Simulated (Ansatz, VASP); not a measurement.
ZnS (Wurtzite-4H): VASP beside Ansatz

INCAR

```
SYSTEM = ZnS
  ALGO = Normal
  EDIFF = 1E-6
  ENCUT = 520
  GGA = PE
  ISIF = 2
  ISMEAR = 0
  LASPH = .True.
  LCHARG = .True.
  LELF = .True.
  LREAL = .False.
  LVHAR = .True.
  LWAVE = .False.
  NELM = 60
  PREC = Accurate
  SIGMA = 0.015
```

Contents of KPOINTS:

```
k-points
0
Gamma
  8 8 3
  0 0 0
```

File POSCAR:

```
ZnS
1.0
    3.8227000000      0.0000000000      0.0000000000
   -1.9113500000      3.3105553110      0.0000000000
    0.0000000000      0.0000000000     12.5200000000
Zn S
4 4
Direct
    0.6666666667      0.3333333333      0.7500000000
    0.3333333333      0.6666666667      0.2500000000
    0.0000000000      0.0000000000      0.5000000000
    0.0000000000      0.0000000000      0.0000000000
    0.6666666667      0.3333333333      0.9375000000
    0.3333333333      0.6666666667      0.4375000000
    0.0000000000      0.0000000000      0.6875000000
    0.0000000000      0.0000000000      0.1875000000
```

File input.yaml:

```yaml
crystal:
  lattice:
    - [3.8227, 0.0, 0.0]
    - [-1.91135, 3.310555311, 0.0]
    - [0.0, 0.0, 12.52]
  atoms:
    - { symbol: Zn, position: [0.6666666667, 0.3333333333, 0.75] }
    - { symbol: Zn, position: [0.3333333333, 0.6666666667, 0.25] }
    - { symbol: Zn, position: [0.0, 0.0, 0.5] }
    - { symbol: Zn, position: [0.0, 0.0, 0.0] }
    - { symbol: S, position: [0.6666666667, 0.3333333333, 0.9375] }
    - { symbol: S, position: [0.3333333333, 0.6666666667, 0.4375] }
    - { symbol: S, position: [0.0, 0.0, 0.6875] }
    - { symbol: S, position: [0.0, 0.0, 0.1875] }
hamiltonian:
  xc: pbe
  pseudopotentials: { kind: paw }
kpoints:
  mp_grid: { grid: [8, 8, 3] }
scf:
  occupations: { method: gaussian, width: 0.015 }
output:
  forces: true
  stress: true
  eigenvalues: true
  write_density: true
  write_potential: true
  elf: true
  volumetric_format: npy
```

Alike in both runs: task single point; functional PBE; k mesh 8 × 8 × 3; occupations gaussian, width 0.015 eV; no spin polarisation.

|  | VASP | Ansatz |
| --- | --- | --- |
| version | VASP 6.6.1 | Ansatz 0.2.0 |
| potentials or method | VASP PAW PBE potentials, release 64 (Zn, S) | Ansatz PAW |
| plane-wave cutoff (eV) | 520 | 420 |
| valence electrons in the cell | 72 | 72 |

VASP gave:

- gap on the k mesh at the Fermi level (eV): 2.13
- least direct gap on the mesh (eV): 2.13
- pressure (GPa): 1.5
- largest component of the traceless stress (GPa): 0.09
- rms of the force components (eV/Å): 0.015

Problem. Estimate Ansatz's values.

Solution. gap on the k mesh at the Fermi level (eV): 2.13; least direct gap on the mesh (eV): 2.13; pressure (GPa): 1.3; largest component of the traceless stress (GPa): 0.09; rms of the force components (eV/Å): 0.015.

Atom by atom the forces differ by 0.000 eV/Å (rms over components). The functional is the same, so the differences come from potentials, cutoffs and numerics.

Caveats: an odd mesh through Γ misses points on the zone boundary, where band edges often lie (VASP); odd divisions of the mesh miss points on the zone boundary, where band edges often lie, so the gap on the mesh can be too wide (Ansatz).
